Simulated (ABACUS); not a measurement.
## NaCl: equation of state with BP86

Crystal: NaCl.

```
Cl Na
1.0
     0.00000    2.79406    2.79406
     2.79406    0.00000    2.79406
     2.79406    2.79406    0.00000
Cl Na
1 1
Direct
  0.50000 0.50000 0.50000
  0.00000 0.00000 0.00000
```

The cell is a database's computed one.

```yaml
Program: ABACUS 3.10.1
Task: equation of state
Functional: BP86
Potentials_or_basis: SSSP 1.3 efficiency PBE
Cutoff: 748 eV
Density_cutoff: 5987 eV
Basis: plane waves
k_mesh: 6 × 6 × 6
Occupations: fermi-dirac, width 0.05 eV
Spin: no spin polarisation
Radial_cutoff_of_the_potentials_pseudo_rcut: 10 bohr
SCF_threshold_on_the_density: 1e-08
Max_SCF_steps: 100
Eigensolver: dav
Mixing: broyden
Mixing_share: 0.7
Symmetry_key: 1
Bands: 12
```

```
Equilibrium volume : 23.44 Å³/atom (rough: see the caveat)
Bulk modulus       : 23 GPa (rough)
```

Energy against volume, from the lowest point:
```
volume (Å³/atom)  energy (meV/atom)
          20.504              32.73
          20.940              22.72
          21.376              14.79
          21.813               8.74
          22.249               4.35
          22.685               1.50
          23.121               0.00
```

All runs of the series together: 3.1 min on 4 threads of Intel(R) Xeon(R) Platinum 8375C CPU @ 2.90GHz (Ice Lake) (shared host).

Caveat: the minimum lies outside the volumes run; the potentials were made for another functional, which shifts forces and pressure.
